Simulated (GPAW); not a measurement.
## GaN: equation of state with revPBE+D3(BJ)

Crystal: GaN.

```xyz
2
Lattice="0.0000 2.2535 2.2535 2.2535 0.0000 2.2535 2.2535 2.2535 0.0000" Properties=species:S:1:pos:R:3 pbc="T T T"
Ga    0.0000    0.0000    0.0000
N     1.1268    1.1268    1.1268
```

The cell is a database's computed one.

* Program: GPAW 26.7.0
* Task: equation of state
* Functional: revPBE
* Dispersion: D3(BJ)
* Potentials or basis: the program's PAW data sets (release 1.2.1) made for this functional
* Cutoff: 800 eV
* Basis: pw
* k mesh: 10 × 10 × 10
* Occupations: fermi-dirac, width 0.05 eV
* Spin: no spin polarisation
* Maxiter: 150
* Eos scales: [0.94, 0.96, 0.98, 1.0, 1.02, 1.04, 1.06]

```
Equilibrium volume                      : 11.94 Å³/atom
Bulk modulus                            : 191 GPa
Pressure derivative of the bulk modulus : 4.7 (rough: it moves with the points fitted)
```

Energy against volume, from the lowest point:
```tsv
volume (Å³/atom)	energy (meV/atom)
10.757	84.56
10.986	52.69
11.215	29.21
11.444	13.10
11.673	3.58
11.902	0.00
12.131	1.80
```

Wall time 79 s on 1 thread of Intel(R) Xeon(R) Platinum 8488C (Sapphire Rapids) (shared host), peak memory 0.24 GiB.

Caveat: the data sets keep Ga 3d, Li 1s and Be 1s frozen, and some such compounds lay over 1.5 % in volume off other programs.
